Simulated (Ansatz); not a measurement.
CdTe:

```
CELL_PARAMETERS angstrom
0.00000 3.20500 3.20500
3.20500 0.00000 3.20500
3.20500 3.20500 0.00000
ATOMIC_POSITIONS crystal
Te 0.75000 0.75000 0.75000
Cd 0.00000 0.00000 0.00000
```

| Item | Value |
| --- | --- |
| Program | Ansatz 0.2.0 |
| Task | relaxation of cell and atoms |
| Functional | revPBE |
| Potentials or basis | all-electron LAPW, scalar-relativistic |
| Basis error allowed | 0.001 eV/atom |
| k mesh | 7 × 7 × 7 |
| Occupations | fermi-dirac, width 0.05 eV |
| Spin | no spin polarisation |

At the start: volume 32.92 Å³/atom.

How do energy, volume and symmetry change on relaxing?

Over 5 steps the energy falls by 69.2 meV/atom and the volume is 37.46 Å³/atom (+13.8 %); space group F-43m (No. 216, to 0.05 Å).

The path:
```
step  energy change (eV)  largest force (eV/Å)  volume (Å³)
   1              0.0000                0.0000        65.84
   2             -0.1374                0.0000        75.79
   3             -0.1384                0.0000        75.11
   4             -0.1384                0.0000        74.92
   5             -0.1384                0.0000        74.92
```

Final structure:
```
CELL_PARAMETERS angstrom
0.00000 3.34592 3.34592
3.34592 0.00000 3.34592
3.34592 3.34592 0.00000
ATOMIC_POSITIONS crystal
Te 0.75000 0.75000 0.75000
Cd 0.00000 0.00000 0.00000
```

Caveat: the volume moved by +14 % from the deposited cell, more than functionals usually miss.
